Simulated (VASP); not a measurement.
Input of a VASP 6.6.1 run:

The input INCAR:

```
SYSTEM = Ba
  ALGO = Normal
  EDIFF = 1E-7
  ENCUT = 520
  GGA = PS
  ISIF = 2
  ISMEAR = 0
  LASPH = .True.
  LCHARG = .False.
  LREAL = .False.
  LWAVE = .False.
  NBANDS = 11
  NELM = 60
  PREC = Accurate
  SIGMA = 0.1
```

The input KPOINTS:

```
k-points
0
Gamma
  4 4 6
  0 0 0
```

The input POSCAR:

```
Ba
1.0
    3.9996500000      0.0000000000      0.0000000000
    0.0000000000      3.9996500000      0.0000000000
    0.0000000000      0.0000000000      3.6055390000
Ba
1
Direct
    0.5000000000      0.5000000000      0.5000000000
```

Potentials or basis: VASP PAW PBE potentials, release 64 (Ba_sv).

Command:

```sh
$ cat potpaw_PBE.64/Ba_sv/POTCAR > POTCAR
$ mpirun -np 1 vasp_std > vasp.out
```

Q: Estimate the pressure.

A: -0.1 GPa.

Q: What does it give for the band gap on the k mesh?

A: None (metal or under the smearing width).

Stress tensor (GPa, compression positive):
```
-1.27  0.00  0.00
 0.00 -1.27  0.00
 0.00  0.00  2.34
```

Caveat: the k mesh is coarse (spacing up to 0.39 Å⁻¹), so the values aren't converged; the PAW data sets were made with another functional, which shifts forces and pressure a little. The run has no spin-orbit coupling, so splittings on Ba are missing.
